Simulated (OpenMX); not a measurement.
Runs of OpenMX 3.8.5 on Sn. It takes space group I4_1/amd (No. 141, tetragonal). The conventional cell has a = 5.719 Å, b = 5.719 Å, c = 3.111 Å, α = 90.00°, β = 90.00°, γ = 90.00°. Sn (site symmetry -4m2) has 6 Sn at 2.96 to 3.11 Å as nearest neighbours. 

| cell | gap on the mesh (eV) | pressure (GPa) |
| --- | --- | --- |
| I4_1/amd, 25.44 Å³/atom | none | 4.3 |
| I4_1/amd, 26.54 Å³/atom | none | (a) |
| I4_1/amd, 24.33 Å³/atom | none | 13.7 |
| I4_1/amd, 27.65 Å³/atom | none | -7.8 |
| I4_1/amd, 28.76 Å³/atom | none | -7.7 |
| I4_1/amd, 29.86 Å³/atom | none | (b) |

Alike in all rows: task single point; level PBE; potentials or basis OpenMX 2013 PBE set, Sn7.0-s3p2d2, grid cutoff 500 Ry; no spin polarisation; k mesh 7 × 7 × 7; smearing fermi-dirac 0.05 eV.

Estimate the missing entries.

(a) -3.8; (b) -12.4.

Caveats: the basis has few d functions beyond the semicore shells, which can make volumes several per cent too large; the basis of atomic orbitals isn't converged, which shifts pressures, moduli and gaps.

A k mesh can miss the band edges, and the runs leave out spin-orbit coupling on Sn.

A gap of «none» marks a metal or a gap under the smearing width.
